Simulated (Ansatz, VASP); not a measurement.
**Zr (zigzag Zr chain) in two plane-wave programs**

Aim: how closely do two programs agree when they are given the same cell, functional and k mesh? The structure shown is the end of the Ansatz relaxation below.

Calculated with Ansatz 0.2.0; plane waves, with VASP 6.6.1 beside it; single point at PBE.

## 1. The structure

The cell holds 2 atoms: 2 Zr. Its edges and angles: a = 9.000 Å, b = 7.500 Å, c = 2.861 Å, α = 90.0°, β = 90.0°, γ = 90.0°. Vacuum lies along a and b. The structure's axis is c.

## 2. Ansatz: relaxation, PBE

Ansatz runs on its default PAW (the set named soft_2) files.

This run makes the geometry at which the two programs are then compared.

The input, input.yaml:

```yaml
crystal:
  lattice:
    - [9.0, 0.0, 0.0]
    - [0.0, 7.5, 0.0]
    - [0.0, 0.0, 5.8716014925]
  atoms:
    - { symbol: Zr, position: [0.41327817, 0.5, 0.0], spin: 1.0 }
    - { symbol: Zr, position: [0.58672183, 0.5, 0.5], spin: 1.0 }
magnetization:
  spin_polarized: true
kpoints:
  mp_grid: { grid: [1, 1, 14] }
scf:
  occupations: { method: fermi_dirac, width: 0.05 }
hamiltonian:
  xc: pbe
relax:
  cell: { fix: [a, b, alpha, beta, gamma] }
  max_steps: 60
```

Command:

```console
$ ansatz run input.yaml --threads 4 --pin off --max-ram 8192MiB --backend cpu --events-out ev --progress --plain --runs-dir out
```

Numbers of over 12 decimals in the logs are rounded to 6 here.

Output:

```text
Engine: ansatz 0.2.0, aarch64-unknown-linux-gnu
Pseudopotentials: kind: paw
Pseudopotential: Zr, paw, valence charge 12, recommended cutoff 420 eV (normal), Zr.paw.azcp
Functional definition: PBE
  parameter kappa = 0.804
  parameter beta = 0.066725
  exchange = pbe_x(kappa = kappa, mu = beta*pi^2/3)
  correlation = pbe_c(beta = beta)
Crystal: 2 atoms, lattice volume = 396.333 Å³
Basis set: ecut = 420 eV, 7713 PW (Γ), exchange–correlation on 128×108×80 points (8 copies of the dense FFT grid, shifted against one another)
Bands: 17, of which v1, the nominal top of the filled ones, is band 12 counted from 1 (11 counted from 0)
Symmetry: 8 space group operations
Space group: Pmma (ITA 51), of the structure as read, at distance tolerance 7.3e-5 Å
Magnetic group: BNS 51.289 (UNI 387), of the structure as read, at distance tolerance 7.3e-5 Å
k-points: 8 of 14
Non-local potential: Zr, projectors of the file, l = 0: 3, l = 1: 2, l = 2: 2, l = 3: 2
PAW form: soft (Blöchl's): semilocal exchange-correlation on the pseudo side does not see the compensation charge
PAW one-centre angular grid: Zr, 590 points (default); XC on 64 Gauss nodes
Initial density: superposition of atomic densities (neutral atoms: chi_scale 0, normalization atom)
Starting moments: Σ|m| = 2 μB on 2 of 2 sites
Initial wavefunctions: pseudopotential atomic-orbital guess
Functional: x = pbe(κ = 0.804, μ = 0.219515), c = pbe(β = 0.066725)
SCF iter   1: F=—  HF=-8358.894672 eV  |F-HF|=—  |Δ(HF+E_count)|=         —  Δρ=1.11e-2 (↑1.11e-2 ↓8.07e-3)  dr2=3.79e0  dr2_m=4.15e-2  M=2.952 μB ∫|m|=2.952 μB  β_m=0.30  ethr=3.10e-3  ⟨swp⟩=5.9  Hψ=1251  notcnv=0
Mixer restart at iter 1: flushing history
preconditioner: auto → LDOS  [metal: Δε(μ)=0.036 eV  Ē_g=1.365 eV  σ=0.050 eV  W_gap=0.18  n_scr=34 (ndim 8)  ℏωp=5.3 eV  f_vac=0.531  D(μ)=11.34/eV (n_scr^D=78)]
spin=Collinear: LDOS preconditioning applied to the charge; magnetization (m = ρ↑ − ρ↓) channel mixes plain (no charge-response kernel on spin).
SCF iter   2: F=—  HF=-8358.619595 eV  |F-HF|=—  |Δ(HF+E_count)|=   2.75e-1  Δρ=8.11e-3 (↑8.11e-3 ↓5.59e-3)  dr2=1.86e0  dr2_m=4.07e-2  M=3.287 μB ∫|m|=3.287 μB  β_m=0.61  ethr=3.10e-3  ⟨swp⟩=2.2  Hψ=483  notcnv=0
SCF iter   3: F=—  HF=-8358.580675 eV  |F-HF|=—  |Δ(HF+E_count)|=   3.89e-2  Δρ=4.44e-3 (↑4.44e-3 ↓3.62e-3)  dr2=5.90e-2  dr2_m=4.11e-2  M=4.536 μB ∫|m|=4.536 μB  β_m=0.81  ethr=3.10e-3  ⟨swp⟩=5.8  Hψ=2041  notcnv=0
automatic band count: the SCF goes on with 21 bands, as 17 were too few: the levels above may hold too much charge
SCF iter   4: F=—  HF=-8358.955944 eV  |F-HF|=—  |Δ(HF+E_count)|=         —  Δρ=3.56e-3 (↑3.56e-3 ↓2.97e-3)  dr2=4.20e-2  dr2_m=3.27e-2  M=5.496 μB ∫|m|=5.496 μB  β_m=0.81  ethr=2.46e-4  ⟨swp⟩=2.8  Hψ=875  notcnv=0
SCF iter   5: F=—  HF=-8358.973836 eV  |F-HF|=—  |Δ(HF+E_count)|=   1.79e-2  Δρ=9.12e-4 (↑9.12e-4 ↓7.83e-4)  dr2=5.85e-3  dr2_m=1.55e-3  M=5.623 μB ∫|m|=5.623 μB  β_m=0.89  ethr=1.75e-4  ⟨swp⟩=2.7  Hψ=643  notcnv=0
SCF iter   6: F=—  HF=-8358.984303 eV  |F-HF|=—  |Δ(HF+E_count)|=   1.05e-2  Δρ=4.60e-4 (↑4.60e-4 ↓3.93e-4)  dr2=9.54e-4  dr2_m=4.18e-4  M=5.702 μB ∫|m|=5.702 μB  β_m=0.95  ethr=2.44e-5  ⟨swp⟩=3.0  Hψ=642  notcnv=0
SCF iter   7: F=—  HF=-8358.987169 eV  |F-HF|=—  |Δ(HF+E_count)|=   2.87e-3  Δρ=3.52e-4 (↑3.52e-4 ↓1.97e-4)  dr2=3.19e-4  dr2_m=1.92e-4  M=5.740 μB ∫|m|=5.740 μB  β_m=0.97  ethr=3.98e-6  ⟨swp⟩=2.0  Hψ=599  notcnv=0
SCF iter   8: F=—  HF=-8358.987790 eV  |F-HF|=—  |Δ(HF+E_count)|=   6.21e-4  Δρ=2.64e-4 (↑2.64e-4 ↓7.04e-5)  dr2=2.10e-4  dr2_m=7.04e-5  M=5.757 μB ∫|m|=5.757 μB  β_m=0.99  ethr=1.33e-6  ⟨swp⟩=2.0  Hψ=588  notcnv=0
SCF iter   9: F=—  HF=-8358.988276 eV  |F-HF|=—  |Δ(HF+E_count)|=   4.87e-4  Δρ=1.29e-4 (↑1.29e-4 ↓1.10e-4)  dr2=5.58e-5  dr2_m=3.73e-5  M=5.779 μB ∫|m|=5.779 μB  β_m=0.99  ethr=8.76e-7  ⟨swp⟩=2.0  Hψ=574  notcnv=0
SCF iter  10: F=—  HF=-8358.988384 eV  |F-HF|=—  |Δ(HF+E_count)|=   1.08e-4  Δρ=5.40e-5 (↑5.40e-5 ↓3.67e-5)  dr2=1.27e-5  dr2_m=4.08e-6  M=5.773 μB ∫|m|=5.773 μB  β_m=1.00  ethr=2.33e-7  ⟨swp⟩=2.0  Hψ=535  notcnv=0
SCF iter  11: F=—  HF=-8358.988408 eV  |F-HF|=—  |Δ(HF+E_count)|=   2.39e-5  Δρ=2.28e-5 (↑2.28e-5 ↓1.35e-5)  dr2=2.93e-6  dr2_m=8.50e-7  M=5.772 μB ∫|m|=5.772 μB  β_m=1.00  ethr=5.31e-8  ⟨swp⟩=2.0  Hψ=546  notcnv=0
SCF iter  12: F=—  HF=-8358.988411 eV  |F-HF|=—  |Δ(HF+E_count)|=   3.00e-6  Δρ=5.93e-6 (↑5.93e-6 ↓2.71e-6)  dr2=3.03e-7  dr2_m=3.43e-8  M=5.772 μB ∫|m|=5.772 μB  β_m=1.00  ethr=1.22e-8  ⟨swp⟩=2.8  Hψ=571  notcnv=0
SCF iter  13: F=—  HF=-8358.988411 eV  |F-HF|=—  |Δ(HF+E_count)|=   2.78e-7  Δρ=1.77e-6 (↑1.77e-6 ↓1.76e-6)  dr2=3.55e-8  dr2_m=5.04e-9  M=5.772 μB ∫|m|=5.772 μB  β_m=0.90  ethr=1.26e-9  ⟨swp⟩=2.0  Hψ=501  notcnv=0
[...]
the starting moments were not kept: the SCF closed with an absolute magnetisation of 3.0e-5 μB, where they sum to 2 μB in size (2 sites). That is at most 0.1 of that sum. Measured as dr2_m measures the in/out step, that magnetisation stands 3.2e-11 eV from none, at or under the dr2_threshold of 2.0e-7 eV: it is no larger than a step whose dr2_m would equal this threshold.
SCF 14 converged in 9 iterations: F = -8362.824005 eV  dr2 = 9.35e-12
relax step  14: F+E_penalty+E_count = -8362.82400517 eV  Δ(F+E_penalty+E_count) = -4.735e-4 eV  max|allowed force component| = 6.505e-2 eV/Å  Δτ_max = 0.0083 Å  P = +0.062 GPa  Ω = 193.052 Å³  energy of the carried Pulay correction = +3.338e-3 eV  fix = [a, b, alpha, beta, gamma]  reactions: a +0.453, b -0.321 GPa  (9 SCF iters, dr2 threshold 2.00e-7 eV, accepted)
[...]
relax step  15: F+E_penalty+E_count = -8362.82421574 eV  Δ(F+E_penalty+E_count) = -2.106e-4 eV  max|allowed force component| = 1.236e-3 eV/Å  Δτ_max = 0.0031 Å  P = +0.006 GPa  Ω = 193.125 Å³  energy of the carried Pulay correction = +3.336e-3 eV  fix = [a, b, alpha, beta, gamma]  reactions: a +0.337, b -0.320 GPa  (7 SCF iters, dr2 threshold 2.00e-7 eV, accepted)
[...]
relax step  16: F+E_penalty+E_count = -8362.82356366 eV  Δ(F+E_penalty+E_count) = +6.521e-4 eV  max|allowed force component| = 7.503e-4 eV/Å  Δτ_max = 0.0000 Å  P = +0.005 GPa  Ω = 193.125 Å³  fix = [a, b, alpha, beta, gamma]  reactions: a +0.337, b -0.322 GPa  stress off target by 3.74e-4 GPa on what of the cell is left free  SCF on the basis re-selected at this cell (its energy is not comparable with the rows above)  (7 SCF iters)
basis re-selected at this cell: Δ(F+E_penalty+E_count) = +6.521e-4 eV, ΔP = -0.001 GPa vs the last step (what re-selecting the basis moved, of the pressure what is left beyond the Pulay correction that the steps carried, after the strain that the cell walked since its last selection, with what the two solves' SCF thresholds leave and, on support functions, any second-order correction that the steps lacked; it is no measure of the basis error at this ecutwfc). The dense FFT grid was sized anew with the basis: this SCF ran on 64×54×20 points, the steps before it on 64×54×40, so part of this shift can come from that change (see relax.cell in the input reference). [rest of the remark cut]
SCF converged after 7 iterations
Magnetization: 0.0000 μB (12.0000 up, 12.0000 down)
Absolute magnetization: 0.0000 μB (∫|ρ↑−ρ↓|, with the PAW one-centre terms)
Spin contamination: 0.0000 ħ² per cell (⟨S²⟩ above its minimum at these occupations)
Per-site moments (μB) at R_I (Å): [(3.692794291635309e-7, 1.113429), (3.692794291044889e-7, 1.113429)]
Free energy (F): -8362.823564 eV
Harris-Foulkes:  -8362.823564 eV  (|F-HF|=1.82e-12)
Internal energy: -8362.795573 eV  (E = F + TS)
E sigma→0 (E₀):  -8362.809568 eV
Entropy (-TS):   -0.027991 eV (-13.995 meV/atom)
Fermi energy:    0.964777 eV
--- Per-component energies (eV) ---
  E_band       = -498.615356
  E_kinetic    = 666.444535
  E_local      = -4295.069367  (includes V_loc(G=0)·N_el)
  E_nonlocal   = 166.728989
  E_hartree    = 1751.684389
  E_xc         = -319.673615
  E_vxc        = -377.000302  (∫ρ·V_xc dr)
  E_paw        = -5909.891878  (= ΣΔE_a)
  E_vpaw       = -163.088065  (= ΣTr[D̂ρ^β])
  E_aug_tail   = 0.000052  (compensation charges beyond the density's cutoff)
  E_ewald      = -423.018679
  E_smearing   = -0.027991  (= −TS)
  E_closure    = 0.000000  (closes the sum)
  Σ components = -8362.823564   (vs F -8362.823564, Δ=0.00e0)
--- Forces (eV/Å), atoms counted from 1 ---
  atom   1  Zr     0.00075030     0.00000000     0.00000000
  atom   2  Zr    -0.00075030     0.00000000     0.00000000
  max |Σ_I F_I| component: 0.00e0 eV/Å
--- Stress (GPa, compression-positive) ---
        0.337171       0.000000       0.000000
        0.000000      -0.322057       0.000000
        0.000000       0.000000      -0.000374
  P = ⅓ Tr σ = 0.0049 GPa (0.049 kbar)
--- Relaxed structure (15 steps of the walk, 14 accepted, 1 SCFs on fresh bases) ---
  F+E_penalty+E_count = -8362.82356366 eV   max|allowed force component| = 7.503e-4 eV/Å   (the final SCF, on the basis selected at the relaxed cell)
  cell:  # Å, volume = 193.1247 Å³
    - [9.0, 0.0, 0.0]
    - [0.0, 7.5, 0.0]
    - [0.0, 0.0, 2.861107]
  atoms:
    - { symbol: Zr, position: [0.372836, 0.5, 0.0] }
    - { symbol: Zr, position: [0.627164, 0.5, 0.5] }
```

Reading the cycles: dr2 is the Hartree energy of the density residual (eV), the measure of convergence; HF is the Harris–Foulkes estimate of the energy, which meets the free energy F at convergence.

## 3. VASP: single point, PBE

The same cell, functional, mesh and smearing now go to VASP, with its own data sets.

Lines of VASP's logs that name or quote its potential files are left out, and so is its time.

The input, INCAR:

```
SYSTEM = Zr
PREC = Accurate
ENCUT = 500
EDIFF = 1E-06
NELM = 200
ISMEAR = -1
SIGMA = 0.05
LREAL = .FALSE.
ALGO = Normal
GGA = PE
NBANDS = 19
ISPIN = 2
MAGMOM = 0 0
LASPH = .TRUE.
LMAXMIX = 4
LORBIT = 11
LWAVE = .FALSE.
LCHARG = .FALSE.
ISIF = 2
GGA_COMPAT = .FALSE.
```

The input, POSCAR:

```
Zr
1.0
    9.0000000000      0.0000000000      0.0000000000
    0.0000000000      7.5000000000      0.0000000000
    0.0000000000      0.0000000000      2.8611071013
Zr
2
Direct
    0.3728358428      0.5000000000      0.0000000000
    0.6271641572      0.5000000000      0.5000000000
```

The input, KPOINTS:

```
Automatic mesh
0
Gamma
1 1 14
0 0 0
```

PAW data sets: Zr_sv (PBE family, release 64).

Command:

```console
$ mpirun -np 1 vasp_std
```

Output:

```text
[banner, memory and clock lines left out]
running    1 mpi-ranks, on    1 nodes
 distrk:  each k-point on    1 cores,    1 groups
 distr:  one band on    1 cores,    1 groups

 POSCAR found type information on POSCAR Zr
 POSCAR found :  1 types and       2 ions
 LDA part: xc-table for (Slater+PW92), standard interpolation
 POSCAR, INCAR and KPOINTS ok, starting setup
 FFT: planning ... GRIDC
 FFT: planning ... GRID_SOFT
 FFT: planning ... GRID
 WAVECAR not read
 entering main loop
       N       E                     dE             d eps       ncg     rms          rms(c)
DAV:   1     0.173769412063E+03    0.17377E+03   -0.11811E+04   792   0.988E+02
DAV:   2     0.362489547936E+01   -0.17014E+03   -0.16616E+03   807   0.269E+02
DAV:   3    -0.138148806937E+02   -0.17440E+02   -0.17220E+02  1095   0.583E+01
DAV:   4    -0.145088651006E+02   -0.69398E+00   -0.68938E+00   813   0.111E+01
DAV:   5    -0.145262848368E+02   -0.17420E-01   -0.17415E-01   941   0.163E+00    0.144E+01
DAV:   6    -0.124787756472E+02    0.20475E+01   -0.42097E+00   682   0.125E+01    0.638E+00
DAV:   7    -0.122003445144E+02    0.27843E+00   -0.18278E+00   837   0.593E+00    0.121E+00
DAV:   8    -0.121996619848E+02    0.68253E-03   -0.27919E-01   702   0.373E+00    0.614E-01
DAV:   9    -0.121911556279E+02    0.85064E-02   -0.32897E-02   739   0.104E+00    0.429E-01
DAV:  10    -0.121933615900E+02   -0.22060E-02   -0.19072E-02   782   0.686E-01    0.154E-01
DAV:  11    -0.121943493415E+02   -0.98775E-03   -0.80412E-04   875   0.159E-01    0.950E-02
DAV:  12    -0.121963466146E+02   -0.19973E-02   -0.72315E-04   762   0.142E-01    0.651E-02
DAV:  13    -0.121978989626E+02   -0.15523E-02   -0.87740E-04   948   0.117E-01    0.314E-02
DAV:  14    -0.121984182131E+02   -0.51925E-03   -0.37113E-04   791   0.617E-02    0.120E-02
DAV:  15    -0.121986077812E+02   -0.18957E-03   -0.10241E-04   668   0.347E-02    0.818E-03
DAV:  16    -0.121986399277E+02   -0.32147E-04   -0.31168E-05   613   0.196E-02    0.335E-03
DAV:  17    -0.121986461624E+02   -0.62347E-05   -0.63993E-06   566   0.114E-02    0.204E-03
DAV:  18    -0.121986474146E+02   -0.12522E-05   -0.13916E-06   522   0.497E-03    0.111E-03
DAV:  19    -0.121986477316E+02   -0.31692E-06   -0.74510E-07   522   0.370E-03
   1 F= -.12198648E+02 E0= -.12184653E+02  d E =-.279895E-01  mag=     0.0000
```

OUTCAR, selected parts (step 3):

```text
ion  position               nearest neighbor table
   1  0.373  0.500  0.000-   2 2.70   2 2.70
   2  0.627  0.500  0.500-   1 2.70   1 2.70

  LATTYP: Found a simple orthorhombic cell.
 ALAT       =     2.8611071013
 B/A-ratio  =     2.6213628971
 C/A-ratio  =     3.1456354765

 Subroutine GETGRP returns: Found  8 space group operations
 (whereof  4 operations were pure point group operations)

The static configuration has the point symmetry C_2v.
 The point group associated with its full space group is D_2h.

 Found      8 irreducible k-points:

   k-points           NKPTS =      8   k-points in BZ     NKDIM =      8   number of bands    NBANDS=     19

   dimension x,y,z NGX =    70 NGY =   56 NGZ =   24
   dimension x,y,z NGXF=   140 NGYF=  112 NGZF=   48

   ENCUT  =  500.0 eV  36.75 Ry    6.06 a.u.  16.41 13.67  5.22*2*pi/ulx,y,z

   NELECT =      24.0000    total number of electrons

 k-points in reciprocal lattice and weights: Automatic mesh
   0.00000000  0.00000000  0.00000000       0.071
   0.00000000  0.00000000  0.07142857       0.143
   0.00000000  0.00000000  0.14285714       0.143
   0.00000000  0.00000000  0.21428571       0.143
   0.00000000  0.00000000  0.28571429       0.143
   0.00000000  0.00000000  0.35714286       0.143
   0.00000000  0.00000000  0.42857143       0.143
   0.00000000  0.00000000  0.50000000       0.071

 average (electrostatic) potential at core
       1 -83.6216       2 -83.6216

 E-fermi :  -0.2465

 spin component 1
 k-point     1 :       0.0000    0.0000    0.0000
  band No.  band energies     occupation
    ...
      8     -25.9602      1.00000
      9      -3.0752      1.00000
     10      -2.6772      1.00000
     11      -0.9207      1.00000
     12      -0.6607      0.99975
     13      -0.0589      0.02293
     14       0.2640      0.00004
     15       1.1401      0.00000
     16       1.1869      0.00000
     17       1.5491      0.00000
    ...

 k-point     2 :       0.0000    0.0000    0.0714
  band No.  band energies     occupation
    ...
      8     -26.0284      1.00000
      9      -2.8966      1.00000
     10      -2.4425      1.00000
     11      -0.8865      1.00000
     12      -0.5609      0.99814
     13      -0.1155      0.06789
     14       0.3867      0.00000
     15       1.1124      0.00000
     16       1.1214      0.00000
     17       1.3352      0.00000
    ...

 k-point     3 :       0.0000    0.0000    0.1429
  band No.  band energies     occupation
    ...
      9      -2.4055      1.00000
     10      -1.7732      1.00000
     11      -0.8072      0.99999
     12      -0.3554      0.89827
     13      -0.2818      0.66929
     14       0.7785      0.00000
     15       0.8400      0.00000
     16       1.0592      0.00000
     17       1.2180      0.00000
     18       1.5541      0.00000
    ...

 k-point     4 :       0.0000    0.0000    0.2143
  band No.  band energies     occupation
    ...
      8     -26.2140      1.00000
      9      -1.7187      1.00000
     10      -0.9390      1.00000
     11      -0.7629      0.99997
     12      -0.5871      0.99890
     13       0.0913      0.00116
     14       0.3518      0.00001
     15       0.9506      0.00000
     16       1.0030      0.00000
     17       1.4003      0.00000
    ...

 k-point     5 :       0.0000    0.0000    0.2857
  band No.  band energies     occupation
    ...
      7     -26.6414      1.00000
      8     -26.2634      1.00000
      9      -1.2401      1.00000
     10      -1.0097      1.00000
     11      -0.8537      0.99999
     12      -0.2164      0.35401
     13       0.0973      0.00103
     14       0.4935      0.00000
     15       0.8360      0.00000
     16       1.1058      0.00000
    ...

 k-point     6 :       0.0000    0.0000    0.3571
  band No.  band energies     occupation
    ...
      8     -26.3426      1.00000
      9      -1.5318      1.00000
     10      -1.0468      1.00000
     11      -0.8780      1.00000
     12      -0.7158      0.99992
     13       0.2337      0.00007
     14       1.3191      0.00000
     15       1.4295      0.00000
     16       1.5779      0.00000
     17       2.1219      0.00000
    ...

  Total        0.4467416     -0.3986478      0.0361342      0.0000000      0.0000000      0.0000000
  in kB        3.7062024     -3.3072121      0.2997722      0.0000000      0.0000000      0.0000000
  external PRESSURE =       0.2329209 kB  Pullay stress =       0.0000000 kB

  energy-cutoff  :      500.00
  volume of cell :      193.12
      direct lattice vectors                 reciprocal lattice vectors
     9.000000000  0.000000000  0.000000000     0.111111111  0.000000000  0.000000000
     0.000000000  7.500000000  0.000000000     0.000000000  0.133333333  0.000000000
     0.000000000  0.000000000  2.861107101     0.000000000  0.000000000  0.349515053

 POSITION                                       TOTAL-FORCE (eV/Angst)
 -----------------------------------------------------------------------------------
      3.35552      3.75000      0.00000        -0.020037      0.000000      0.000000
      5.64448      3.75000      1.43055         0.020037      0.000000      0.000000
 -----------------------------------------------------------------------------------
    total drift:                                0.000000      0.000000     -0.000000

  FREE ENERGIE OF THE ION-ELECTRON SYSTEM (eV)
  ---------------------------------------------------
  free  energy   TOTEN  =       -12.1986477316 eV

  energy  without entropy=      -12.1706581937  energy(sigma->0) =      -12.18465296

 total charge
# of ion       s       p       d       tot
------------------------------------------
    1        2.248   5.891   1.924  10.063
    2        2.248   5.891   1.924  10.063
--------------------------------------------------
tot          4.496  11.782   3.847  20.125

 magnetization (x)
# of ion       s       p       d       tot
------------------------------------------
    1        0.000   0.000   0.000   0.000
    2        0.000   0.000   0.000   0.000
--------------------------------------------------
tot          0.000   0.000   0.000   0.000

[... 4 further parts left out ...]
```

## 4. Side by side

Known differences besides the potentials themselves: the cutoff is 420 eV in Ansatz and 500 eV in VASP; Ansatz's pressure holds a Pulay correction, VASP's none. Total energies have different zeros and are not compared.

The two programs side by side:

| quantity | Ansatz | VASP | difference |
| --- | --- | --- | --- |
| pressure (GPa) | 0.00 | 0.02 | -0.02 |

At this near-relaxed geometry the largest component of a force difference is 21 meV/Å.

## 5. Outcome

```json
{
  "difference in pressure (single point, PBE)": "-0.018 GPa",
  "r.m.s. force difference (single point, PBE)": "12 meV/Å"
}
```

What this shows: The r.m.s. force difference is 12 meV/Å (single point, PBE), at about the 12 meV/Å picked in this series as the mark of a large difference. Such differences can come from data sets, numerical settings and the points named under the comparisons, not from the functional's error against experiment.

[Lines on the potential files, build, host, timing and source positions are cut from VASP's logs without a mark.]

[Logs are printed without paths, hosts, clocks, repeated set-up lines and the standing remarks that a program may print on its own settings, such as how far it seeks lower states.]

[Hosts, paths, dates, database ids (printed as entryN), source tags and the programs' standing remarks are cut or masked in the printed files.]
